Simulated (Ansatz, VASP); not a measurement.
Two plane-wave programs on Si2Ni

```
CELL_PARAMETERS angstrom
0.00000 2.76999 2.76999
2.76999 0.00000 2.76999
2.76999 2.76999 0.00000
ATOMIC_POSITIONS crystal
Si 0.25000 0.25000 0.25000
Si 0.75000 0.75000 0.75000
Ni 0.00000 0.00000 0.00000
```

Alike in both runs: task single point; functional revPBE; k mesh 8 × 8 × 8; occupations gaussian, width 0.05 eV; collinear spin.

```csv
,VASP,Ansatz
version,VASP 6.6.1,Ansatz 0.2.0
potentials or method,"VASP PAW PBE potentials, release 64 (Si, Ni)","scalar-relativistic, plane waves, PAW"
plane-wave cutoff (eV),520,420
valence electrons in the cell,18,26
```

```csv
,VASP,Ansatz,Ansatz less VASP
gap on the k mesh at the Fermi level (eV),none,none,-
pressure (GPa),-4.7,-4.5,+0.22
net moment per atom (μB),0.00,0.00,0.000
```

A gap of «none» marks a metal or a gap that the smearing closes. With one functional, cell and mesh, what is left measures potentials, basis and numerics. The two sets of potentials don't hold the same shells in valence. Ansatz warned: «seeded_moment_not_kept».

Caveats: the PAW data sets were made with another functional, which shifts forces and pressure a little (VASP).
